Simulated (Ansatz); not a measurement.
Fluorite SrF₂, relaxed in Ansatz (plane waves) with several semilocal functionals. Each gives its own volume and its own bulk modulus:

```csv
level,V0 (Å³/atom),bulk modulus B0 (GPa),ln V0,ln B0
PBEsol-D3(BJ),15.580,77.18,2.7460,4.3461
PBEsol,15.909,72.91,2.7669,4.2892
r²SCAN+rVV10,15.960,77.36,2.7701,4.3485
PBE-D3(BJ),16.401,67.91,2.7973,4.2182
rVV10,16.429,72.64,2.7990,4.2855
revPBE,17.444,56.61,2.8590,4.0362
```

Problem. Fit a straight line to ln B0 against ln V0. What does it predict for BLYP, whose volume is 17.187 Å³/atom?

Solution. With x = ln V0 and y = ln B0: means 2.78972 and 4.25395; Σ(Δx Δy) = -0.02175, Σ(Δx²) = 0.007760, so the slope is -2.80. At x = 2.8442 the line gives y = 4.25395 + (-2.80) × (2.8442 − 2.78972) = 4.1014, or 60.42 GPa. The run with BLYP gives 62.27 GPa, +3.1 % from the line. The rows used scatter about it by up to 5.9 %, while the largest value lies 37 % above the smallest.

Measured: 69 GPa (measured, temperature not stated, not corrected to a static lattice; as tabulated in On the Morphology of Group II Metal Fluoride Nanocrystals at Finite Temperature …).

Ansatz's density-functional and Hartree–Fock values are scalar-relativistic unless marked +SOC, with PAW data made under PBE.

Ansatz is a quantum-chemistry and plane-wave program.
